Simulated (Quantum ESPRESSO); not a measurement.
O:

```
CELL_PARAMETERS angstrom
2.85140 -1.66242 0.00000
2.85140 1.66242 0.00000
-2.39449 0.00000 3.64705
ATOMIC_POSITIONS crystal
O 0.97455 0.97455 0.84443
O 0.02545 0.02545 0.15557
```

Base run:

- Program: Quantum ESPRESSO 7.5
- Functional: PBEsol
- Potentials or basis: GBRV 1.5 PBEsol
- Cutoff: 612 eV
- Density cutoff: 4898 eV
- k mesh: 10 × 10 × 7
- Occupations: fermi-dirac, width 0.05 eV
- Spin: no spin polarisation

Its results: band gap on the k mesh none (metal or under the smearing width); pressure -3.0 GPa; largest force 0.386 eV/Å.

The run is repeated on the same cell with these changes: functional from PBEsol to LDA; potentials or basis from GBRV 1.5 PBEsol to GBRV 1.5 LDA. What comes out?

Band gap on the k mesh none (metal or under the smearing width); pressure -5.5 GPa; largest force 0.831 eV/Å.

Caveats: spin is off for a triplet molecule.
